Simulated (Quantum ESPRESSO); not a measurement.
# Hf (Fm-3m) in Quantum ESPRESSO: further runs

The runs below take Hf through relaxation of cell and atoms, with PBEsol+rVV10, PBEsol+D4.

Program: Quantum ESPRESSO 7.5. These are calculated values, not measurements. Logs are shortened: lines on timing, memory, paths and dates and some standing lists are left out, and cuts for length are marked.

## Step 1: Starting point

It takes space group Fm-3m (No. 225, cubic). The conventional cell has a = 4.440 Å, b = 4.440 Å, c = 4.440 Å, α = 90.00°, β = 90.00°, γ = 90.00°. Hf (site symmetry m-3m) is surrounded by 12 Hf at 3.14 Å.

This isn't the form of Hf at room conditions, which is hcp.

## Step 2: Relaxation of cell and atoms, PBEsol+rVV10

run.py

```python
import numpy as np
from ase.calculators.espresso import Espresso, EspressoProfile
from ase.io import read

atoms = read('POSCAR')

input_data = {
    'control': {'calculation': 'scf', 'prefix': 'pwscf', 'outdir': './tmp', 'tprnfor': True, 'tstress': True, 'disk_io': 'low'},
    'system': {'ecutwfc': 45.0, 'ecutrho': 360.0, 'nbnd': 12, 'input_dft': 'sla+pw+psx+psc+vv10', 'occupations': 'smearing', 'smearing': 'fd', 'degauss': 0.00367493},
    'electrons': {'conv_thr': 2e-10, 'electron_maxstep': 120, 'mixing_beta': 0.5},
}
pseudopotentials = {'Hf': 'hf_pbesol_v1.uspp.F.UPF'}
profile = EspressoProfile(command='mpirun -n 2 pw.x -nk 2', pseudo_dir='pseudo')
dft = Espresso(profile=profile, input_data=input_data, pseudopotentials=pseudopotentials, kpts=(10, 10, 10), koffset=(0, 0, 0))
atoms.calc = dft

from ase.optimize import BFGS
from ase.filters import FrechetCellFilter
done = BFGS(FrechetCellFilter(atoms), trajectory='opt.traj').run(fmax=0.02, steps=30)
print('converged', done)
print('cell (A)', np.round(atoms.cell.cellpar(), 5))
print(f'energy {atoms.get_potential_energy():.8f} eV')
print('forces (eV/A)')
print(np.round(atoms.get_forces(), 6))
print('stress (eV/A^3, Voigt)')
print(np.round(atoms.get_stress(), 8))
print(f'Fermi level {dft.get_fermi_level():.4f} eV')
```

POSCAR

```
Hf
1.0
    0.0000000000      2.2200000000      2.2200000000
    2.2200000000      0.0000000000      2.2200000000
    2.2200000000      2.2200000000      0.0000000000
Hf
1
Direct
    0.0000000000      0.0000000000      0.0000000000
```

Potentials or basis: GBRV 1.5 PBEsol.

The run is started by

```console
$ OMP_NUM_THREADS=1 python run.py
```

The log of the run:

```text
Step          Energy          fmax
BFGS:    0    -2154.386044        0.621662
BFGS:    1    -2154.396285        0.228065
BFGS:    2    -2154.397294        0.008957
converged True
cell (A) [ 3.09582  3.09582  3.09582 60.      60.      60.     ]
energy -2154.39729448 eV
forces (eV/A)
[[0. 0. 0.]]
stress (eV/A^3, Voigt)
[-0.00042694 -0.00042694 -0.00042694  0.          0.          0.        ]
Fermi level 15.4807 eV
```

espresso.pwi:

```text
&CONTROL
   calculation      = 'scf'
   tstress          = .true.
   tprnfor          = .true.
   outdir           = './tmp'
   prefix           = 'pwscf'
   disk_io          = 'low'
   pseudo_dir       = 'pseudo'
/
&SYSTEM
   nbnd             = 12
   ecutwfc          = 45.0
   ecutrho          = 360.0
   occupations      = 'smearing'
   degauss          = 0.00367493
   smearing         = 'fd'
   input_dft        = 'sla+pw+psx+psc+vv10'
   ntyp             = 1
   nat              = 1
   ibrav            = 0
/
&ELECTRONS
   electron_maxstep = 120
   conv_thr         = 2e-10
   mixing_beta      = 0.5
/
&IONS
/
&CELL
/
&FCP
/
&RISM
/
ATOMIC_SPECIES
Hf 178.49 hf_pbesol_v1.uspp.F.UPF

K_POINTS automatic
10 10 10  0 0 0

CELL_PARAMETERS angstrom
-0.00000000000000 2.18907782525552 2.18907782525552
2.18907782525552 -0.00000000000000 2.18907782525552
2.18907782525552 2.18907782525552 0.00000000000000

ATOMIC_POSITIONS angstrom
Hf 0.0000000000 0.0000000000 0.0000000000
```

espresso.pwo:

```text
This program is part of the open-source Quantum ESPRESSO suite
     for quantum simulation of materials; please cite
         "P. Giannozzi et al., J. Phys.:Condens. Matter 21 395502 (2009);
         "P. Giannozzi et al., J. Phys.:Condens. Matter 29 465901 (2017);
         "P. Giannozzi et al., J. Chem. Phys. 152 154105 (2020);
     in publications or presentations arising from this work. More details at

Warning: card &CELL ignored
Warning: card &FCP ignored
Warning: card &RISM ignored

     IMPORTANT: XC functional enforced from input :
     Exchange-correlation= SLA+PW+PSX+PSC+VV10
                           (   1   4  10   8  26   0   0)
     Any further DFT definition will be discarded
     Please, verify this is what you really want

     Message from routine setup:
     using ibrav=0 with symmetry is DISCOURAGED, use correct ibrav instead

     K-points division:     npool     =       2
     Subspace diagonalization in iterative solution of the eigenvalue problem:
     a serial algorithm will be used

     G-vector sticks info
     --------------------
     sticks:   dense  smooth     PW     G-vecs:    dense   smooth      PW
     Sum         847     433    139                16361     5817    1067

     Using Slab Decomposition

     bravais-lattice index     =            0
     lattice parameter (alat)  =       5.8503  a.u.
     unit-cell volume          =     141.5827 (a.u.)^3
     number of atoms/cell      =            1
     number of atomic types    =            1
     number of electrons       =        12.00
     number of Kohn-Sham states=           12
     kinetic-energy cutoff     =      45.0000  Ry
     charge density cutoff     =     360.0000  Ry
     scf convergence threshold =      2.0E-10
     mixing beta               =       0.5000
     number of iterations used =            8  plain     mixing
     Exchange-correlation= SLA+PW+PSX+PSC+VV10
                           (   1   4  10   8  26   0   0)

     celldm(1)=   5.850259  celldm(2)=   0.000000  celldm(3)=   0.000000
     celldm(4)=   0.000000  celldm(5)=   0.000000  celldm(6)=   0.000000

     crystal axes: (cart. coord. in units of alat)
               a(1) = (  -0.000000   0.707107   0.707107 )
               a(2) = (   0.707107  -0.000000   0.707107 )
               a(3) = (   0.707107   0.707107   0.000000 )

     reciprocal axes: (cart. coord. in units 2 pi/alat)
               b(1) = ( -0.707107  0.707107  0.707107 )
               b(2) = (  0.707107 -0.707107  0.707107 )
               b(3) = (  0.707107  0.707107 -0.707107 )

     PseudoPot. # 1 for Hf read from file:
     hf_pbesol_v1.uspp.F.UPF
     Pseudo is Ultrasoft + core correction, Zval = 12.0
     Generated by new atomic code, or converted to UPF format
     Using radial grid of  921 points,  8 beta functions with:
                l(1) =   0
                l(2) =   0
                l(3) =   0
                l(4) =   1
                l(5) =   1
                l(6) =   2
                l(7) =   2
                l(8) =   3
     Q(r) pseudized with  6 coefficients,  rinner =    1.200   1.200   1.200
                                                       1.200   1.200   1.200
                                                       1.200

     atomic species   valence    mass     pseudopotential
     Hf               12.00   178.49000     Hf( 1.00)

     48 Sym. Ops., with inversion, found

   Cartesian axes

     site n.     atom                  positions (alat units)
         1        Hf     tau(   1) = (   0.0000000   0.0000000   0.0000000  )

     number of k points=    47  Fermi-Dirac smearing, width (Ry)=  0.0037
                       cart. coord. in units 2pi/alat
        k(    1) = (   0.0000000   0.0000000   0.0000000), wk =   0.0020000
        k(    2) = (   0.0707107   0.0707107  -0.0707107), wk =   0.0160000
        k(    3) = (   0.1414214   0.1414214  -0.1414214), wk =   0.0160000
        k(    4) = (   0.2121320   0.2121320  -0.2121320), wk =   0.0160000
        k(    5) = (   0.2828427   0.2828427  -0.2828427), wk =   0.0160000
        k(    6) = (  -0.3535534  -0.3535534   0.3535534), wk =   0.0080000
[... 39 lines left out ...]
        k(   46) = (  -0.0707107  -0.3535534   0.6363961), wk =   0.0480000
        k(   47) = (  -0.7071068   0.2828427   0.0000000), wk =   0.0240000

     Dense  grid:    16361 G-vectors     FFT dimensions: (  36,  36,  36)

     Smooth grid:     5817 G-vectors     FFT dimensions: (  25,  25,  25)

     Initial potential from superposition of free atoms

     starting charge      10.0000, renormalised to      12.0000

     negative rho (up, down):  1.283E-01 0.000E+00

Carrying out rVV10 run using the following parameters:
Nqs =      20    Nr_points =    1024   r_max =   100.000
b_value =  6.30000    beta =  0.00901
     q_mesh =  0.00010000  0.00030000  0.00058939  0.00100810
               0.00161396  0.00249058  0.00375900  0.00559430
               0.00824984  0.01209221  0.01765183  0.02569619
               0.03733578  0.05417739  0.07854596  0.11380545
               0.16482331  0.23864234  0.34545298  0.50000000

Gradients computed in Reciprocal space

     Starting wfcs are   13 randomized atomic wfcs

     Self-consistent Calculation

     iteration #  1     ecut=    45.00 Ry     beta= 0.50
     Davidson diagonalization with overlap
     ethr =  1.00E-02,  avg # of iterations =  4.2

     negative rho (up, down):  1.116E-01 0.000E+00

     total energy              =    -158.18918517 Ry
     estimated scf accuracy    <       2.30033549 Ry

     iteration #  2     ecut=    45.00 Ry     beta= 0.50
     Davidson diagonalization with overlap
     ethr =  1.00E-02,  avg # of iterations =  2.0

     negative rho (up, down):  1.100E-01 0.000E+00

     total energy              =    -158.31011436 Ry
     estimated scf accuracy    <       0.15986219 Ry
[... 46 lines left out ...]
     iteration #  8     ecut=    45.00 Ry     beta= 0.50
     Davidson diagonalization with overlap
     ethr =  3.83E-10,  avg # of iterations =  2.0

     negative rho (up, down):  1.115E-01 0.000E+00

     total energy              =    -158.34529439 Ry
     estimated scf accuracy    <          4.5E-10 Ry

     iteration #  9     ecut=    45.00 Ry     beta= 0.50
     Davidson diagonalization with overlap
     ethr =  3.77E-12,  avg # of iterations =  1.3

     negative rho (up, down):  1.115E-01 0.000E+00

     End of self-consistent calculation

          k = 0.0000 0.0000 0.0000 (   725 PWs)   bands (ev):

   -45.9239 -14.1428 -14.1428 -14.1428   8.0169  16.9072  16.9072  16.9072
    19.9446  19.9446  26.9190  31.4033

          k = 0.0707 0.0707-0.0707 (   724 PWs)   bands (ev):

   -45.9159 -14.2479 -14.1559 -14.1559   8.3908  16.5420  17.0793  17.0793
    19.7559  19.7559  27.7132  30.0080

          k = 0.1414 0.1414-0.1414 (   718 PWs)   bands (ev):

   -45.8948 -14.5151 -14.1898 -14.1898   9.3928  15.8406  17.3253  17.3253
    19.6570  19.6570  27.7756  30.1169

          k = 0.2121 0.2121-0.2121 (   736 PWs)   bands (ev):

   -45.8686 -14.8310 -14.2314 -14.2314  10.6211  15.4662  17.1327  17.1327
    20.4126  20.4126  26.4545  30.6622
[... 118 lines left out ...]
   -45.8221 -15.0191 -14.4746 -14.4746  11.9620  13.3576  17.3426  21.4734
    21.4734  22.0186  27.7974  27.7975

          k =-0.0707-0.6364 0.6364 (   718 PWs)   bands (ev):

   -45.8140 -15.0562 -14.5428 -14.4870  12.1539  13.3338  17.5727  21.2409
    22.7365  23.0306  25.2383  27.2554

          k = 0.0000-0.5657 0.5657 (   722 PWs)   bands (ev):

   -45.8122 -14.9942 -14.6693 -14.4579  12.6723  13.7130  16.9288  20.2756
    22.2491  23.0710  25.1694  28.7480

          k =-0.7071 0.0000 0.0000 (   740 PWs)   bands (ev):

   -45.8113 -15.1005 -14.5089 -14.5089  11.9190  13.1066  18.3470  22.2989
    22.9968  22.9968  25.8415  25.8415

          k = 0.2828 0.1414 0.0000 (   723 PWs)   bands (ev):

   -45.8780 -14.6115 -14.3157 -14.2274  10.2412  15.2003  16.9943  18.1756
    18.5065  20.8935  29.1159  31.0324

          k = 0.3536 0.2121-0.0707 (   722 PWs)   bands (ev):

   -45.8552 -14.8289 -14.4022 -14.2684  11.4625  14.9086  16.1988  18.0410
    19.5020  22.0812  27.9533  30.5744

          k =-0.2828-0.4243 0.5657 (   725 PWs)   bands (ev):

   -45.8366 -15.0070 -14.4522 -14.3131  12.3614  14.9856  15.8879  17.6723
    21.0035  23.0822  25.9584  29.1979

          k =-0.2121-0.3536 0.4950 (   716 PWs)   bands (ev):

   -45.8295 -15.0748 -14.4673 -14.3329  12.6080  14.9323  16.1994  17.5119
    21.8311  23.3574  24.8157  28.8971
[... 28 lines left out ...]
   -45.8210 -14.9926 -14.5318 -14.4676  12.3938  13.6642  16.5407  20.4024
    21.5080  23.1985  26.3401  27.8267

          k =-0.0707-0.4950 0.6364 (   721 PWs)   bands (ev):

   -45.8139 -14.9710 -14.6529 -14.4774  12.8984  13.9274  16.3332  19.5482
    22.2682  24.4311  24.5614  27.7855

          k = 0.0000-0.4243 0.5657 (   719 PWs)   bands (ev):

   -45.8149 -14.8551 -14.8033 -14.4360  13.5570  14.1869  15.7439  18.7755
    21.7875  22.9971  26.7599  27.8468

          k =-0.7071 0.1414 0.0000 (   724 PWs)   bands (ev):

   -45.8113 -15.0465 -14.5679 -14.5145  12.3399  13.4431  17.4478  20.7212
    23.0011  23.8555  25.3303  25.9104

          k =-0.1414-0.4243 0.7071 (   718 PWs)   bands (ev):

   -45.8182 -14.9173 -14.6785 -14.4492  13.4377  14.5240  15.0689  18.9266
    21.6024  23.6699  26.4643  27.6586

          k =-0.0707-0.3536 0.6364 (   724 PWs)   bands (ev):

   -45.8138 -14.8684 -14.7630 -14.4794  13.6729  14.5832  15.2271  18.3677
    22.1394  24.4785  25.2431  27.7871

          k =-0.7071 0.2828 0.0000 (   724 PWs)   bands (ev):

   -45.8112 -14.9027 -14.7201 -14.5238  13.2748  14.4032  15.8401  18.4861
    23.0079  25.1853  25.2651  25.8699

     the Fermi energy is    15.4807 ev

!    total energy              =    -158.34529439 Ry
     estimated scf accuracy    <          1.1E-10 Ry
     smearing contrib. (-TS)   =      -0.00077458 Ry
     internal energy E=F+TS    =    -158.34451981 Ry

     The total energy is F=E-TS. E is the sum of the following terms:
     one-electron contribution =     -16.50099821 Ry
     hartree contribution      =      13.09051728 Ry
     xc contribution           =     -75.13480846 Ry
     ewald contribution        =     -79.79923042 Ry

     convergence has been achieved in   9 iterations

     negative rho (up, down):  1.115E-01 0.000E+00

     Forces acting on atoms (cartesian axes, Ry/au):

     atom    1 type  1   force =     0.00000000    0.00000000    0.00000000

     Total force =     0.000000     Total SCF correction =     0.000000

     Computing stress (Cartesian axis) and pressure

     negative rho (up, down):  1.115E-01 0.000E+00
          total   stress  (Ry/bohr**3)                   (kbar)     P=        0.68
   0.00000465  -0.00000000  -0.00000000            0.68       -0.00       -0.00
  -0.00000000   0.00000465  -0.00000000           -0.00        0.68       -0.00
  -0.00000000  -0.00000000   0.00000465           -0.00       -0.00        0.68

=------------------------------------------------------------------------------=
   JOB DONE.
=------------------------------------------------------------------------------=
```

It took 20 s on 2 MPI ranks of Arm Neoverse V2, shared host; peak memory 0.22 GiB.

Results:

| Property | Result |
| --- | --- |
| Free energy | -2154.3975 eV |
| Relaxed volume | 20.98 Å³/atom |
| Relaxed cell | a = 3.096 Å, b = 3.096 Å, c = 3.096 Å, α = 60.00°, β = 60.00°, γ = 60.00° |
| Space group after relaxing (to 0.05 Å) | Fm-3m (No. 225) |
| Energy gained by relaxing | 11.3 meV/atom |
| Ionic steps | 3 |
| Pressure after relaxing | 0.1 GPa |
| Band gap on the k mesh | none (metal or under the smearing width) |

The path:
```
step  energy change (eV)  largest force (eV/Å)  pressure (GPa)  volume (Å³)
   1              0.0000                0.0000           -4.55        21.88
   2             -0.0102                0.0000           -1.72        21.31
   3             -0.0113                0.0000            0.07        20.98
```

Final structure:
```
Hf
1.0
     0.00000    2.18908    2.18908
     2.18908    0.00000    2.18908
     2.18908    2.18908    0.00000
Hf
1
Direct
  0.00000 0.00000 0.00000
```

Caveat: rVV10's parameter b was fitted to another functional; pairwise dispersion overbinds metals, which lowers pressure and volume.

## Step 3: Relaxation of cell and atoms, PBEsol+D4

run.py

```python
import numpy as np
from ase.calculators.espresso import Espresso, EspressoProfile
from ase.io import read

atoms = read('POSCAR')

input_data = {
    'control': {'calculation': 'scf', 'prefix': 'pwscf', 'outdir': './tmp', 'tprnfor': True, 'tstress': True, 'disk_io': 'low'},
    'system': {'ecutwfc': 45.0, 'ecutrho': 360.0, 'nbnd': 12, 'occupations': 'smearing', 'smearing': 'fd', 'degauss': 0.00367493},
    'electrons': {'conv_thr': 2e-10, 'electron_maxstep': 120, 'mixing_beta': 0.5},
}
pseudopotentials = {'Hf': 'hf_pbesol_v1.uspp.F.UPF'}
profile = EspressoProfile(command='mpirun -n 2 pw.x -nk 2', pseudo_dir='pseudo')
dft = Espresso(profile=profile, input_data=input_data, pseudopotentials=pseudopotentials, kpts=(10, 10, 10), koffset=(0, 0, 0))
from ase.calculators.mixing import SumCalculator
from dftd4.ase import DFTD4
d4 = DFTD4(method='pbesol')
atoms.calc = SumCalculator([dft, d4])

from ase.optimize import FIRE
from ase.filters import FrechetCellFilter
done = FIRE(FrechetCellFilter(atoms), trajectory='opt.traj').run(fmax=0.02, steps=30)
print('converged', done)
print('cell (A)', np.round(atoms.cell.cellpar(), 5))
print(f'energy {atoms.get_potential_energy():.8f} eV')
print('forces (eV/A)')
print(np.round(atoms.get_forces(), 6))
print('stress (eV/A^3, Voigt)')
print(np.round(atoms.get_stress(), 8))
print(f'Fermi level {dft.get_fermi_level():.4f} eV')
print(f'D4 part {d4.get_potential_energy(atoms):.8f} eV')
atoms.write('final.traj')
```

POSCAR is that of step 2.

Potentials or basis: GBRV 1.5 PBEsol.

The run is started by

```console
$ OMP_NUM_THREADS=1 python run.py
```

It took 31 s on 2 MPI ranks of Arm Neoverse V2, shared host; peak memory 0.2 GiB.

Results (log left out):

- Free energy: -2157.0405 eV
- Relaxed volume: 21.36 Å³/atom
- Relaxed cell: a = 3.115 Å, b = 3.115 Å, c = 3.115 Å, α = 60.00°, β = 60.00°, γ = 60.00°
- Space group after relaxing (to 0.05 Å): Fm-3m (No. 225)
- Energy gained by relaxing: 2.9 meV/atom
- Ionic steps: 6
- Pressure after relaxing: 0.1 GPa
- Band gap on the k mesh: none (metal or under the smearing width)
- Dispersion energy per atom: -0.128 eV

The path:
```csv
step,energy change (eV),largest force (eV/Å),pressure (GPa),volume (Å³)
1,0.0000,0.0000,-2.48,21.88
2,-0.0022,0.0000,-1.40,21.66
3,-0.0027,0.0000,0.38,21.32
4,-0.0028,0.0000,0.34,21.33
5,-0.0028,0.0000,0.26,21.34
6,-0.0029,0.0000,0.14,21.36
```

Final structure:
```
Hf
1.0
     0.00000    2.20234    2.20234
     2.20234    0.00000    2.20234
     2.20234    2.20234    0.00000
Hf
1
Direct
  0.00000 0.00000 0.00000
```

Levels at points of the mesh, in eV from the Fermi level:
```
             k point  band 3  band 4  band 5  band 6  band 7  band 8  band 9  band 10
  (0.00, 0.00, 0.00)  -29.76  -29.76   -7.38    1.41    1.41    1.41    4.37     4.37
 (0.00, 0.00, -0.50)  -29.89  -29.89   -3.79    0.74    1.16    1.16    6.65     6.65
(0.00, -0.50, -0.50)  -30.10  -30.10   -3.47   -2.30    2.76    6.66    7.33     7.33
```

Caveat: pairwise dispersion overbinds metals, which lowers pressure and volume.
